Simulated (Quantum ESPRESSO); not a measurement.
Crystal: HfN.

```
CELL_PARAMETERS angstrom
0.00000 2.25600 2.25600
2.25600 0.00000 2.25600
2.25600 2.25600 0.00000
ATOMIC_POSITIONS crystal
Hf 0.00000 0.00000 0.00000
N 0.50000 0.50000 0.50000
```

Base run:

| Quantity | Value |
| --- | --- |
| Program | Quantum ESPRESSO 7.5 |
| Functional | PBE |
| Potentials or basis | SSSP 1.3 efficiency PBE |
| Cutoff | 816 eV |
| Density cutoff | 6531 eV |
| k mesh | 10 × 10 × 10 |
| Occupations | fermi-dirac, width 0.05 eV |
| Spin | no spin polarisation |
| Hubbard terms | Hf d U = 1 eV |

Its results: band gap on the k mesh none (metal or under the smearing width); pressure 4.9 GPa.

Question: The run is repeated on the same cell with these changes: hubbard terms from Hf d U = 1 eV to Hf d U = 5 eV. What comes out?

Answer: Band gap on the k mesh none (metal or under the smearing width); pressure 0.9 GPa.

Caveats: U without spin polarisation on a metal has little footing.

Not every run made on this cell is shown here.
